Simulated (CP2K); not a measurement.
The system is P.

```
P
1.0
     3.29549    0.00000    0.00000
     0.00000    4.54364    0.00000
     1.64774    0.00000    5.46504
P
4
Direct
  0.09586 0.58882 0.80829
  0.90414 0.41118 0.19171
  0.40414 0.08882 0.19171
  0.59586 0.91118 0.80829
```

```yaml
Program: CP2K 2026.2
Task: relaxation of cell and atoms
Functional: LDA
Potentials_or_basis: GTH_POTENTIALS P GTH-PADE-q5; DZVP-MOLOPT-PBE-GTH basis
Density_cutoff: 6123 eV
k_mesh: 7 × 5 × 7
Occupations: fermi-dirac, width 0.0259 eV
Spin: no spin polarisation
```

At the start: pressure -1.6 GPa; volume 20.46 Å³/atom.

Q: How do energy, volume and symmetry change on relaxing?

A: Over 15 steps the energy falls by 28.3 meV/atom and the volume is 17.64 Å³/atom (-13.8 %); space group Cmce (No. 64, to 0.05 Å).

The path:
```csv
step,energy change (eV),largest force (eV/Å),volume (Å³)
1,0.0000,0.1933,81.83
2,-0.0030,0.1704,81.70
3,-0.0214,0.1565,79.96
4,-0.0236,0.1447,79.70
5,-0.0351,0.0976,77.57
6,-0.0380,0.1256,77.42
7,-0.0775,0.4155,74.12
8,-0.0982,0.3798,71.89
9,-0.1105,0.1466,70.32
10,-0.1128,0.0262,70.41
11,-0.1133,0.0138,70.44
12,-0.1133,0.0132,70.56
13,-0.1133,0.0100,70.56
14,-0.1134,0.0113,70.54
15,-0.1134,0.0113,70.54
```

Final structure:
```
P
1.0
     3.31281    0.00000    0.00000
     0.00000    4.15089    0.00000
     1.64641    0.00000    5.13009
P
4
Direct
  0.10561 0.57244 0.78878
  0.89439 0.42756 0.21122
  0.39439 0.07243 0.21122
  0.60561 0.92756 0.78878
```

Caveat: the basis of atomic orbitals isn't converged, which shifts pressures, moduli and gaps.
